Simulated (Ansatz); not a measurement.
Set up this calculation in Ansatz 0.2.0, as the native input.

| Item | Value |
| --- | --- |
| Task | relaxation of cell and atoms |
| Functional | PBE |
| Dispersion | D3(BJ) |
| Potentials or basis | Ansatz PAW |
| Cutoff | 420 eV (not typed: the program's choice for these potentials) |
| k mesh | 6 × 6 × 6 |
| Occupations | fermi-dirac, width 0.05 eV |
| Spin | no spin polarisation |

Crystal: In2O3.

```
CELL_PARAMETERS angstrom
2.74350 1.58396 4.83667
-2.74350 1.58396 4.83667
0.00000 -3.16792 4.83667
ATOMIC_POSITIONS crystal
In 0.85731 0.85731 0.85731
In 0.64269 0.64269 0.64269
In 0.14269 0.14269 0.14269
In 0.35731 0.35731 0.35731
O 0.04800 0.75000 0.45200
O 0.75000 0.45200 0.04800
O 0.45200 0.04800 0.75000
O 0.95200 0.25000 0.54800
O 0.25000 0.54800 0.95200
O 0.54800 0.95200 0.25000
```

One way to write it, as run:

input.yaml

```yaml
crystal:
  lattice:
    - [2.7435, 1.5839604635, 4.8366666667]
    - [-2.7435, 1.5839604635, 4.8366666667]
    - [0.0, -3.167920927, 4.8366666667]
  atoms:
    - { symbol: In, position: [0.85731, 0.85731, 0.85731] }
    - { symbol: In, position: [0.64269, 0.64269, 0.64269] }
    - { symbol: In, position: [0.14269, 0.14269, 0.14269] }
    - { symbol: In, position: [0.35731, 0.35731, 0.35731] }
    - { symbol: O, position: [0.048, 0.75, 0.452] }
    - { symbol: O, position: [0.75, 0.452, 0.048] }
    - { symbol: O, position: [0.452, 0.048, 0.75] }
    - { symbol: O, position: [0.952, 0.25, 0.548] }
    - { symbol: O, position: [0.25, 0.548, 0.952] }
    - { symbol: O, position: [0.548, 0.952, 0.25] }
hamiltonian:
  xc: pbe
  pseudopotentials: { kind: paw }
  dispersion: d3bj
kpoints:
  mp_grid: { grid: [6, 6, 6] }
scf:
  occupations: { method: fermi_dirac, width: 0.05 }
output:
  forces: true
  stress: true
  eigenvalues: true
relax:
  f_tol: 0.01
  max_steps: 40
  cell: { stress_tol: 0.05 }
```

Potentials or basis: Ansatz PAW.

The run is started by

```sh
$ ansatz run input.yaml --threads 4 --pin off --max-ram 11264MiB --backend cpu --events-out ev --progress --plain --runs-dir out
```

It gave:

| Item | Value |
| --- | --- |
| Relaxed volume | 13.01 Å³/atom |
| Relaxed cell | a = 5.834 Å, b = 5.834 Å, c = 5.834 Å, α = 56.81°, β = 56.81°, γ = 56.81° |
| Space group after relaxing (to 0.05 Å) | R-3c (No. 167) |
| Energy gained by relaxing | 7.1 meV/atom |
| Ionic steps | 8 |
| Pressure after relaxing | 0.0 GPa |
| Band gap on the k mesh | 1.08 eV, indirect (least direct gap 1.15 eV) |

Caveat: the plane-wave basis is chosen anew once the cell has moved, so the energies of steps on either side of that aren't comparable; the pressure holds a Pulay correction of +0.7 GPa for the finite cutoff; spin-orbit coupling is left out, which moves the levels of the heavy elements.

It took 34 s on 4 threads of Arm Neoverse V1, on a shared host, peak memory 0.6 GiB.
